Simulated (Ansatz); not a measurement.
Ti3SiC2 (MAX-312 type, space group P6_3/mmc)

```cif
data_C4Si2Ti6
_chemical_formula_sum 'Ti6 Si2 C4'
_space_group_name_H-M_alt 'P 1'
_space_group_IT_number 1
_cell_length_a 3.07276
_cell_length_b 3.07276
_cell_length_c 17.72285
_cell_angle_alpha 90.000
_cell_angle_beta 90.000
_cell_angle_gamma 120.000
loop_
_space_group_symop_operation_xyz
  'x, y, z'
loop_
_atom_site_label
_atom_site_type_symbol
_atom_site_fract_x
_atom_site_fract_y
_atom_site_fract_z
_atom_site_occupancy
Ti1 Ti 0.00000 0.00000 0.00000 1
Ti2 Ti 0.00000 0.00000 0.50000 1
Ti3 Ti 0.33333 0.66667 0.13489 1
Ti4 Ti 0.66667 0.33333 0.63489 1
Ti5 Ti 0.66667 0.33333 0.86511 1
Ti6 Ti 0.33333 0.66667 0.36511 1
Si1 Si 0.00000 0.00000 0.25000 1
Si2 Si 0.00000 0.00000 0.75000 1
C1 C 0.33333 0.66667 0.57233 1
C2 C 0.66667 0.33333 0.07233 1
C3 C 0.66667 0.33333 0.42767 1
C4 C 0.33333 0.66667 0.92767 1
```

E(V) scan at fixed shape, V₀ the volume above. The atoms relax within the cell's symmetry.

All values below come from PBE (plane waves to 420 eV, PAW, scalar-relativistic; Ansatz, a quantum-chemistry and plane-wave program). k mesh 14×14×3 (Γ-centred), Fermi-Dirac smearing 0.05 eV. The energy includes the smearing's −TS. With the shape held, the modulus is that of even scaling; a crystal free to change shape is softer. Ti3SiC2 is run without spin polarisation. Ti3SiC2 was relaxed with its symmetry unable to fall. ΔE is measured from the relaxed starting cell. The last digit holds for this mesh only.

```
V (Å³/atom)  ΔE (meV/atom)
-----------  -------------
11.352                27.8
11.533                15.2
11.714                 6.6
11.895                 1.6
12.077                 0.0
12.258                 1.5
12.439                 5.9
12.620                13.0
12.801                22.5
```

Problem. What is the fitted pressure derivative B₀′?

Solution. 4.4.

Problem. What bulk modulus at fixed cell shape B₀ follows from a third-order Birch-Murnaghan fit?

Solution. 184 GPa.

(Under strain, the slope of the energy per volume gives the stress and its curvature an elastic modulus.)
